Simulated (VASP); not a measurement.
## NaH: single point with LDA

NaH:

```
Na H
1.0
     0.00000    2.44000    2.44000
     2.44000    0.00000    2.44000
     2.44000    2.44000    0.00000
Na H
1 1
Direct
  0.00000 0.00000 0.00000
  0.59221 0.40779 0.40779
```

The cell isn't the ideal one: atom 2 (H) moved by (-0.450, +0.000) A along x and z.

| Quantity | Value |
| --- | --- |
| Program | VASP 6.6.1 |
| Task | single point |
| Functional | LDA |
| Potentials or basis | VASP PAW LDA potentials, release 64 (Na_pv, H) |
| Cutoff | 520 eV |
| k mesh | 8 × 8 × 8 |
| Occupations | gaussian, width 0.05 eV |
| Spin | no spin polarisation |

```
Pressure               : -0.7 GPa
Largest force          : 0.618 eV/Å
Band gap on the k mesh : 3.32 eV, indirect (least direct gap 4.24 eV)
```

Forces in eV/Å, atoms in the order of the input:
```
Na  -0.618  0.000  0.000
H    0.618  0.000  0.000
```

Stress tensor (GPa, compression positive):
```
 3.51  0.00  0.00
 0.00 -2.75  0.00
 0.00  0.00 -2.75
```

Levels at points of the mesh, in eV from the valence-band top:
```tsv
k point	band 1	band 2	band 3	band 4	band 5	band 6	band 7	band 8
(0.00, 0.00, 0.00)	-22.21	-22.21	-22.20	-3.71	9.71	14.53	14.53	15.04
(0.50, 0.00, 0.00)	-22.30	-22.22	-22.22	-0.92	3.32	10.17	12.92	13.40
(0.50, 0.50, 0.00)	-22.29	-22.24	-22.24	-0.19	4.23	9.24	9.36	10.46
(0.00, 0.50, 0.50)	-22.29	-22.24	-22.24	-0.25	4.41	9.55	10.14	10.14
```

It took 19 s on 1 thread of Intel(R) Xeon(R) 6975P-C (Granite Rapids), with other jobs on the host, peak memory 0.13 GiB.

A k mesh can miss the band edges.
